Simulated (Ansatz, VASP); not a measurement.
## Two plane-wave programs on Ge

```
Ge
1.0
    -2.62498    2.62498    1.42482
     2.62498   -2.62498    1.42482
     2.62498    2.62498   -1.42482
Ge
2
Direct
  0.50000 0.50000 0.00000
  0.25000 0.75000 0.50000
```

Change from the starting cell: volume scaled by 1.06.

Alike in both runs: task single point; functional PBE; k mesh 11 × 11 × 11; occupations fermi-dirac, width 0.05 eV; no spin polarisation.

|  | VASP | Ansatz |
| --- | --- | --- |
| version | VASP 6.6.1 | Ansatz 0.2.0 |
| potentials or method | VASP PAW PBE potentials, release 64 (Ge_d) | Ansatz PAW |
| plane-wave cutoff (eV) | 520 | 420 |
| valence electrons in the cell | 28 | 28 |

|  | VASP | Ansatz | Ansatz less VASP |
| --- | --- | --- | --- |
| gap on the k mesh at the Fermi level (eV) | none | none | - |
| pressure (GPa) | -1.0 | -1.1 | -0.02 |
| largest component of the traceless stress (GPa) | 0.22 | 0.22 | +0.001 |

A gap of «none» marks a metal or a gap that the smearing closes. With one functional, cell and mesh, what is left measures potentials, basis and numerics.
